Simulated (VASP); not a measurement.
# Nb in VASP: a series of runs

The runs below take Nb through work function, with PBE.

Everything below comes from runs of VASP 6.6.1. Logs are shortened: lines on timing, memory, paths and dates and some standing lists are left out, and cuts for length are marked.

### Step 1. Starting point

The cell holds a sheet with vacuum, 1 atom: a = 2.559 Å, b = 2.559 Å, c = 23.800 Å, α = 90.00°, β = 90.00°, γ = 90.00°.

The cell was built by a generator and needn't be a form met in nature.

### Step 2. Work function, PBE

Input file INCAR:

```
SYSTEM = Nb
PREC     = Accurate       ! precision mode
ENCUT    = 520            ! plane-wave cutoff, eV
EDIFF    = 1E-7           ! SCF threshold, eV
ISMEAR   = -1             ! smearing method
SIGMA    = 0.05           ! smearing width, eV
LREAL    = .False.        ! projectors in reciprocal space
LASPH    = .True.         ! aspherical terms in the spheres
NELM     = 80             ! most SCF steps
ALGO     = Normal         ! electronic algorithm
ISIF     = 2              ! what is computed and relaxed
LWAVE    = .False.        ! write WAVECAR
LCHARG   = .False.        ! write CHGCAR
LDIPOL   = .True.       
IDIPOL   = 3            
DIPOL    = 0.5 0.5 0.294
GGA      = PE             ! functional
EFIELD   = 0            
LVHAR    = .True.       
LVACPOTAV= .True.
```

Input file KPOINTS:

```
Automatic mesh
0
Gamma
  10 10 1
  0 0 0
```

Input file POSCAR:

```
Nb
1.0
    2.5586800000      0.0000000000      0.0000000000
    0.0000000000      2.5586100000      0.0000000000
    0.0000000000      0.0000000000     23.8000000000
Nb
1
Direct
    0.0000000000      0.5000000000      0.2941200000
```

Potentials or basis: VASP PAW PBE potentials, release 64 (Nb_sv).

Command:

```sh
cat potpaw_PBE.64/Nb_sv/POTCAR > POTCAR
mpirun -np 1 vasp_std > vasp.out
```

OUTCAR:

```text
SYSTEM = Nb
   PREC = Accurate
   ENCUT = 520
   EDIFF = 1E-7
   ISMEAR = -1
   LREAL = .False.
   LASPH = .True.
   NELM = 80
   ISIF = 2
   GGA = PE

 ion  position               nearest neighbor table
   1  0.000  0.500  0.294-

  LATTYP: Found a simple orthorhombic cell.
 ALAT       =     2.5586100000
 B/A-ratio  =     1.0000273586
 C/A-ratio  =     9.3019256549

  Lattice vectors:

 A1 = (   0.0000000000,  -2.5586100000,   0.0000000000)
 A2 = (   2.5586800000,   0.0000000000,   0.0000000000)
 A3 = (   0.0000000000,   0.0000000000,  23.8000000000)

Analysis of symmetry for initial positions (statically):
=====================================================================
 Subroutine PRICEL returns:
 Original cell was already a primitive cell.

 Routine SETGRP: Setting up the symmetry group for a
 simple orthorhombic supercell.

 Subroutine GETGRP returns: Found  8 space group operations
 (whereof  4 operations were pure point group operations)
 out of a pool of  8 trial point group operations.

The static configuration has the point symmetry C_2v.
 The point group associated with its full space group is D_2h.

Analysis of symmetry for dynamics (positions and initial velocities):
=====================================================================
 Subroutine PRICEL returns:
 Original cell was already a primitive cell.

 Routine SETGRP: Setting up the symmetry group for a
 simple orthorhombic supercell.

 Subroutine GETGRP returns: Found  8 space group operations
 (whereof  4 operations were pure point group operations)
 out of a pool of  8 trial point group operations.

The dynamic configuration has the point symmetry C_2v.
 The point group associated with its full space group is D_2h.

 Subroutine INISYM returns: Found  8 space group operations
 (whereof  4 operations are pure point group operations),
 and found     1 'primitive' translations

----------------------------------------------------------------------------------------

                                     Primitive cell

  volume of cell :     155.8106

  direct lattice vectors                    reciprocal lattice vectors
     2.558680000  0.000000000  0.000000000     0.390826520  0.000000000  0.000000000
     0.000000000  2.558610000  0.000000000     0.000000000  0.390837212  0.000000000
     0.000000000  0.000000000 23.800000000     0.000000000  0.000000000  0.042016807

  length of vectors
     2.558680000  2.558610000 23.800000000     0.390826520  0.390837212  0.042016807

  position of ions in fractional coordinates (direct lattice)
     0.000000000  0.500000000  0.294120000

  ion indices of the primitive-cell ions
   primitive index   ion index
                 1           1
[... 80 lines left out ...]
   POTIM  = 0.5000    time-step for ionic-motion
   TEBEG  =    0.0;   TEEND  =   0.0 temperature during run
   PSTRESS=    0.0 pullay stress
   NELECT =      13.0000    total number of electrons
   NUPDOWN=      -1.0000    fix difference up-down
   EMIN   =  10.00;   EMAX   =-10.00  energy-range for DOS
   EFERMI =   0.00;   METHOD = LEGACY
   ISMEAR =    -1;   SIGMA  =   0.05  broadening in eV -4-tet -1-fermi 0-gaus
   EFERMI_NEDOS =   21; number of points for ismear=-14 and -15
   IALGO  =     38    algorithm
   IMIX   =      4    mixing-type and parameters
     AMIX     =   0.40;   BMIX     =  1.00
     AMIX_MAG =   1.60;   BMIX_MAG =  1.00
  volume/ion in A,a.u.               =     155.81      1051.46
  Fermi-wavevector in a.u.,A,eV,Ry     =   0.715358  1.351831  6.962611  0.511737
  Thomas-Fermi vector in A             =   1.803498
   LORBIT       =      0    0 simple, 1 ext, 2 COOP (PROOUT), +10 PAW based schemes
   GGA     = PE    functional components
   LHFCALC =     F    Hartree Fock is set to
   AEXX    =    0.0000 exact exchange contribution
   IVDW    =     0    specifies the selected vdW correction
   LEPSILON=     F    determine dielectric tensor
   LRPA    =     F    only Hartree local field effects (RPA)
 non-spin polarized calculation
  energy-cutoff  :      520.00
  volume of cell :      155.81
 maximum number of plane-waves:      4245
 NGX is ok and might be reduce to    20
   NGX =  9   NGY =  9   NGZ = 89

 dipolmoment           0.000000      0.000000     -0.000003 electrons x Angstroem

 number of electron      12.9999999 magnetization

 dipolmoment           0.000000      0.000000      0.000000 electrons x Angstroem

 Free energy of the ion-electron system (eV)
  ---------------------------------------------------
  ext. energy  EPLUGINS =         0.00000000
  ---------------------------------------------------
  free energy    TOTEN  =        -7.82348257 eV

  energy without entropy =       -7.81265247  energy(sigma->0) =       -7.81806752

 E-fermi :  -2.8914     XC(G=0):  -2.2369

 val. band max:       -2.9140592753   @ k =   0.0000   0.3000   0.0000
 cond. band min:      -2.8432570894   @ k =   0.3000   0.1000   0.0000
 fundamental gap:      0.0708021860
 Fermi energy:        -2.8913901803

 k-point     1 :       0.0000    0.0000    0.0000
  band No.  band energies     occupation
      1     -57.6821      2.00000
      2     -33.7381      2.00000
      3     -32.4925      2.00000
      4     -32.4922      2.00000
      5      -6.9764      2.00000
      6      -5.9544      2.00000
      7      -4.0136      2.00000
      8      -2.1623      0.00000
      9       1.1766      0.00000
     10       1.5988      0.00000
[... 287 lines left out ...]
 k-point    24 :       0.5000    0.3000    0.0000
  band No.  band energies     occupation
      1     -57.1233      2.00000
      2     -34.5343      2.00000
      3     -33.7195      2.00000
      4     -33.2655      2.00000
      5      -5.8384      2.00000
      6      -4.1483      2.00000
      7      -2.2044      0.00000
      8      -0.4821      0.00000
      9       0.7799      0.00000
     10       4.4719      0.00000

 [... further k-points ...]
[... 5 lines left out ...]
  --------------------------------------------------------------------------------------
  -------------------------------------------------------------------------------------
  Total       -0.1364672     -0.1357057     -0.0138123      0.0000000      0.0000000      0.0000000
  in kB       -1.4032716     -1.3954418     -0.1420294      0.0000000      0.0000000      0.0000000
  external PRESSURE =      -0.9802476 kB  Pullay stress =       0.0000000 kB

 VOLUME and BASIS-vectors are now :
 -----------------------------------------------------------------------------
  energy-cutoff  :      520.00
  volume of cell :      155.81
      direct lattice vectors                 reciprocal lattice vectors
     2.558680000  0.000000000  0.000000000     0.390826520  0.000000000  0.000000000
     0.000000000  2.558610000  0.000000000     0.000000000  0.390837212  0.000000000
     0.000000000  0.000000000 23.800000000     0.000000000  0.000000000  0.042016807

 POSITION                                       TOTAL-FORCE (eV/Angst)
 -----------------------------------------------------------------------------------
      0.00000      1.27930      7.00006         0.000000      0.000000      0.000000
 -----------------------------------------------------------------------------------
    total drift:                                0.000000      0.000000      0.000005

  FREE ENERGIE OF THE ION-ELECTRON SYSTEM (eV)
  ---------------------------------------------------
  free  energy   TOTEN  =        -7.8234825729 eV

  energy  without entropy=       -7.8126524689  energy(sigma->0) =       -7.81806752

 vacuum level on the upper side and lower side of the slab         1.972         1.972
```

OSZICAR:

```text
N       E                     dE             d eps       ncg     rms          rms(c)
DAV:   1     0.603270054559E+02    0.60327E+02   -0.70317E+03  1168   0.928E+02
DAV:   2     0.117440549580E+00   -0.60210E+02   -0.57343E+02   976   0.265E+02
DAV:   3    -0.756459019826E+01   -0.76820E+01   -0.74269E+01  1192   0.616E+01
DAV:   4    -0.812017668840E+01   -0.55559E+00   -0.54225E+00  1014   0.166E+01
[... 13 lines left out ...]
DAV:  18    -0.782347956473E+01   -0.72745E-05   -0.66604E-07   920   0.299E-03    0.380E-04
DAV:  19    -0.782348201341E+01   -0.24487E-05   -0.14627E-07   708   0.140E-03    0.103E-04
DAV:  20    -0.782348238080E+01   -0.36738E-06   -0.15989E-08   560   0.691E-04    0.547E-05
DAV:  21    -0.782348255396E+01   -0.17316E-06   -0.14736E-08   494   0.460E-04    0.115E-05
DAV:  22    -0.782348257294E+01   -0.18983E-07   -0.28982E-09   438   0.388E-04
   1 F= -.78234826E+01 E0= -.78180675E+01  d E =-.108301E-01
```

stdout:

```text
POSCAR found type information on POSCAR Nb
 POSCAR found :  1 types and       1 ions
 scaLAPACK will be used
 LDA part: xc-table for (Slater+PW92), standard interpolation
 POSCAR, INCAR and KPOINTS ok, starting setup
 FFT: planning ... GRIDC
 FFT: planning ... GRID_SOFT
 FFT: planning ... GRID
 WAVECAR not read
 entering main loop
 -----------------------------------------------------------------------------
|                                                                             |
|           W    W    AA    RRRRR   N    N  II  N    N   GGGG   !!!           |
|           W    W   A  A   R    R  NN   N  II  NN   N  G    G  !!!           |
|           W    W  A    A  R    R  N N  N  II  N N  N  G       !!!           |
|           W WW W  AAAAAA  RRRRR   N  N N  II  N  N N  G  GGG   !            |
|           WW  WW  A    A  R   R   N   NN  II  N   NN  G    G                |
|           W    W  A    A  R    R  N    N  II  N    N   GGGG   !!!           |
|                                                                             |
|     Did not find any points to average over, which means that no vacuum     |
|     field-free region was found. Please increase the size of  your cell     |
|     in the dimension of the dipole correction to obtain accurate            |
|     workfunction values.                                                    |
|                                                                             |
 -----------------------------------------------------------------------------
```

It took 38 s on 1 thread of Intel Xeon 6975P-C (Granite Rapids), shared host; peak memory 0.26 GiB.

What came out:

```yaml
Free_energy: -7.8235 eV
Band_gap_on_the_k_mesh: none (metal or under the smearing width)
Work_function_of_the_upper_face: 4.86 eV
Work_function_of_the_lower_face: 4.86 eV
```

### Step 3. Work function, PBE

INCAR, as its differences from that of step 2:

```diff
@@ -17,3 +17,3 @@
 GGA      = PE             ! functional
-EFIELD   = 0            
+EFIELD   = 0.1          
 LVHAR    = .True.
```

KPOINTS is that of step 2.

POSCAR is that of step 2.

Potentials or basis: VASP PAW PBE potentials, release 64 (Nb_sv).

Command:

```sh
cat potpaw_PBE.64/Nb_sv/POTCAR > POTCAR
mpirun -np 1 vasp_std > vasp.out
```

OUTCAR:

```text
SYSTEM = Nb
   PREC = Accurate
   ENCUT = 520
   EDIFF = 1E-7
   ISMEAR = -1
   LREAL = .False.
   LASPH = .True.
   NELM = 80
   ISIF = 2
   GGA = PE

 ion  position               nearest neighbor table
   1  0.000  0.500  0.294-

  LATTYP: Found a simple orthorhombic cell.
 ALAT       =     2.5586100000
 B/A-ratio  =     1.0000273586
 C/A-ratio  =     9.3019256549

  Lattice vectors:

 A1 = (   0.0000000000,  -2.5586100000,   0.0000000000)
 A2 = (   2.5586800000,   0.0000000000,   0.0000000000)
 A3 = (   0.0000000000,   0.0000000000,  23.8000000000)

Analysis of symmetry for initial positions (statically):
=====================================================================
 Subroutine PRICEL returns:
 Original cell was already a primitive cell.

 Routine SETGRP: Setting up the symmetry group for a
 simple orthorhombic supercell.

 Subroutine GETGRP returns: Found  8 space group operations
 (whereof  4 operations were pure point group operations)
 out of a pool of  8 trial point group operations.

The static configuration has the point symmetry C_2v.
 The point group associated with its full space group is D_2h.

Analysis of symmetry for dynamics (positions and initial velocities):
=====================================================================
 An external electric field (EFIELD) may reduce the allowed symmetry operations
 Subroutine PRICEL returns:
 Original cell was already a primitive cell.

 Routine SETGRP: Setting up the symmetry group for a
 simple orthorhombic supercell.

 Subroutine GETGRP returns: Found  4 space group operations
 (whereof  4 operations were pure point group operations)
 out of a pool of  8 trial point group operations.

The dynamic configuration has the point symmetry C_2v.

 Subroutine INISYM returns: Found  4 space group operations
 (whereof  4 operations are pure point group operations),
 and found     1 'primitive' translations

----------------------------------------------------------------------------------------

                                     Primitive cell
[... 114 lines left out ...]
   GGA     = PE    functional components
   LHFCALC =     F    Hartree Fock is set to
   AEXX    =    0.0000 exact exchange contribution
   IVDW    =     0    specifies the selected vdW correction
   LEPSILON=     F    determine dielectric tensor
   LRPA    =     F    only Hartree local field effects (RPA)
 non-spin polarized calculation
  energy-cutoff  :      520.00
  volume of cell :      155.81
 maximum number of plane-waves:      4245
 NGX is ok and might be reduce to    20
   NGX =  9   NGY =  9   NGZ = 89

 dipolmoment           0.000000      0.000000     -0.000001 electrons x Angstroem

 number of electron      12.9999999 magnetization

 dipolmoment           0.000000      0.000000      0.015557 electrons x Angstroem

 Free energy of the ion-electron system (eV)
  ---------------------------------------------------
  ext. energy  EPLUGINS =         0.00000000
  ---------------------------------------------------
  free energy    TOTEN  =        -7.82426073 eV

  energy without entropy =       -7.81341430  energy(sigma->0) =       -7.81883751

 E-fermi :  -2.8970     XC(G=0):  -2.2421

 val. band max:       -2.9197970334   @ k =   0.0000   0.3000   0.0000
 cond. band min:      -2.8490058178   @ k =   0.3000   0.1000   0.0000
 fundamental gap:      0.0707912155
 Fermi energy:        -2.8970117167

 k-point     1 :       0.0000    0.0000    0.0000
  band No.  band energies     occupation
      1     -57.6880      2.00000
      2     -33.7440      2.00000
      3     -32.4983      2.00000
      4     -32.4981      2.00000
      5      -6.9822      2.00000
      6      -5.9602      2.00000
      7      -4.0195      2.00000
      8      -2.1681      0.00000
      9       1.1740      0.00000
     10       1.3656      0.00000
[... 287 lines left out ...]
 k-point    24 :       0.5000    0.3000    0.0000
  band No.  band energies     occupation
      1     -57.1291      2.00000
      2     -34.5401      2.00000
      3     -33.7253      2.00000
      4     -33.2714      2.00000
      5      -5.8442      2.00000
      6      -4.1541      2.00000
      7      -2.2103      0.00000
      8      -0.4879      0.00000
      9       0.7741      0.00000
     10       4.4660      0.00000

 [... further k-points ...]
[... 5 lines left out ...]
  --------------------------------------------------------------------------------------
  -------------------------------------------------------------------------------------
  Total       -0.1355742     -0.1348127     -0.0152233      0.0000000      0.0000000      0.0000000
  in kB       -1.3940896     -1.3862591     -0.1565387      0.0000000      0.0000000      0.0000000
  external PRESSURE =      -0.9789625 kB  Pullay stress =       0.0000000 kB

 VOLUME and BASIS-vectors are now :
 -----------------------------------------------------------------------------
  energy-cutoff  :      520.00
  volume of cell :      155.81
      direct lattice vectors                 reciprocal lattice vectors
     2.558680000  0.000000000  0.000000000     0.390826520  0.000000000  0.000000000
     0.000000000  2.558610000  0.000000000     0.000000000  0.390837212  0.000000000
     0.000000000  0.000000000 23.800000000     0.000000000  0.000000000  0.042016807

 POSITION                                       TOTAL-FORCE (eV/Angst)
 -----------------------------------------------------------------------------------
      0.00000      1.27930      7.00006         0.000000      0.000000      0.000140
 -----------------------------------------------------------------------------------
    total drift:                                0.000000      0.000000      0.000140

  FREE ENERGIE OF THE ION-ELECTRON SYSTEM (eV)
  ---------------------------------------------------
  free  energy   TOTEN  =        -7.8242607275 eV

  energy  without entropy=       -7.8134143009  energy(sigma->0) =       -7.81883751

 vacuum level on the upper side and lower side of the slab         1.362         2.575
```

OSZICAR:

```text
N       E                     dE             d eps       ncg     rms          rms(c)
DAV:   1     0.603108940474E+02    0.60311E+02   -0.70418E+03  1168   0.928E+02
DAV:   2    -0.209988743882E-02   -0.60313E+02   -0.57900E+02   988   0.265E+02
DAV:   3    -0.752395173357E+01   -0.75219E+01   -0.72750E+01  1160   0.614E+01
DAV:   4    -0.812676548036E+01   -0.60281E+00   -0.59266E+00  1054   0.176E+01
[... 13 lines left out ...]
DAV:  18    -0.782425311318E+01   -0.21255E-04   -0.18614E-06   940   0.392E-03    0.384E-04
DAV:  19    -0.782425875523E+01   -0.56420E-05   -0.45742E-07   898   0.201E-03    0.200E-04
DAV:  20    -0.782426014034E+01   -0.13851E-05   -0.61891E-08   654   0.935E-04    0.588E-05
DAV:  21    -0.782426067408E+01   -0.53374E-06   -0.21937E-08   516   0.530E-04    0.727E-05
DAV:  22    -0.782426072751E+01   -0.53428E-07   -0.45067E-09   446   0.391E-04
   1 F= -.78242607E+01 E0= -.78188375E+01  d E =-.108464E-01
```

stdout:

```text
POSCAR found type information on POSCAR Nb
 POSCAR found :  1 types and       1 ions
 scaLAPACK will be used
 LDA part: xc-table for (Slater+PW92), standard interpolation
 POSCAR, INCAR and KPOINTS ok, starting setup
 FFT: planning ... GRIDC
 FFT: planning ... GRID_SOFT
 FFT: planning ... GRID
 WAVECAR not read
 entering main loop
 -----------------------------------------------------------------------------
|                                                                             |
|           W    W    AA    RRRRR   N    N  II  N    N   GGGG   !!!           |
|           W    W   A  A   R    R  NN   N  II  NN   N  G    G  !!!           |
|           W    W  A    A  R    R  N N  N  II  N N  N  G       !!!           |
|           W WW W  AAAAAA  RRRRR   N  N N  II  N  N N  G  GGG   !            |
|           WW  WW  A    A  R   R   N   NN  II  N   NN  G    G                |
|           W    W  A    A  R    R  N    N  II  N    N   GGGG   !!!           |
|                                                                             |
|     Did not find any points to average over, which means that no vacuum     |
|     field-free region was found. Please increase the size of  your cell     |
|     in the dimension of the dipole correction to obtain accurate            |
|     workfunction values.                                                    |
|                                                                             |
 -----------------------------------------------------------------------------
```

Wall time 38 s (1 thread of Intel Xeon 6975P-C (Granite Rapids), shared host); peak memory 0.26 GiB.

Results:

```yaml
Free_energy: -7.8243 eV
Band_gap_on_the_k_mesh: none (metal or under the smearing width)
Work_function_of_the_upper_face: 4.26 eV
Work_function_of_the_lower_face: 5.47 eV
```

[end of part 1 of 2]
